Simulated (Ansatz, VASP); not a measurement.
## Al3Au: VASP beside Ansatz

```xyz
4
Lattice="-2.0387 2.0387 4.0835 2.0387 -2.0387 4.0835 2.0387 2.0387 -4.0835" Properties=species:S:1:pos:R:3 pbc="T T T"
Au    0.0000    0.0000    0.0000
Al    0.0000    0.0000    4.0835
Al    2.0387    0.0000    2.0417
Al    0.0000    2.0387    2.0417
```

Change from the starting cell: volume scaled by 1.02.

Alike in both runs: task single point; functional PBEsol; k mesh 9 × 9 × 9; occupations fermi-dirac, width 0.05 eV; no spin polarisation.

```csv
,VASP,Ansatz
version,VASP 6.6.1,Ansatz 0.2.0
potentials or method,"VASP PAW PBE potentials, release 64 (Au, Al)",Ansatz PAW
plane-wave cutoff (eV),520,420
valence electrons in the cell,20,28
```

|  | VASP | Ansatz | Ansatz less VASP |
| --- | --- | --- | --- |
| gap on the k mesh at the Fermi level (eV) | none | none | - |
| pressure (GPa) | -4.4 | -4.3 | +0.06 |
| largest component of the traceless stress (GPa) | 0.25 | 0.27 | +0.016 |

A gap of «none» marks a metal or a gap that the smearing closes. The two sets of potentials don't hold the same shells in valence.

Caveats: the PAW data sets were made with another functional, which shifts forces and pressure a little (VASP); the PAW data sets come from PBE, with cores solved anew for the run's functional, which leaves a small shift of forces and pressure (Ansatz). The runs have no spin-orbit coupling, so splittings on Au are missing.
